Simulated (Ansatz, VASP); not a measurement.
## AlRu in VASP and in Ansatz

```
CELL_PARAMETERS angstrom
3.03008 0.00000 0.00000
0.00000 3.03008 0.00000
0.00000 0.00000 3.03008
ATOMIC_POSITIONS crystal
Ru 0.50000 0.50000 0.50000
Al 0.00000 0.00000 0.00000
```

Alike in both runs: task single point; functional PBEsol; k mesh 6 × 6 × 6; occupations methfessel-paxton of order 1, width 0.1055 eV; no spin polarisation.

```csv
,VASP,Ansatz
version,VASP 6.6.1,Ansatz 0.2.0
potentials or method,"VASP PAW PBE potentials, release 64 (Ru_pv, Al)",PAW plane waves
plane-wave cutoff (eV),520,420
valence electrons in the cell,17,19
```

```tsv
	VASP	Ansatz	Ansatz less VASP
gap on the k mesh at the Fermi level (eV)	none	none	-
pressure (GPa)	-10.6	-10.6	-0.02
```

A gap of «none» marks a metal or a gap that the smearing closes. The two sets of potentials don't hold the same shells in valence.

Caveats: the PAW data sets were made with another functional, which shifts forces and pressure a little (VASP).
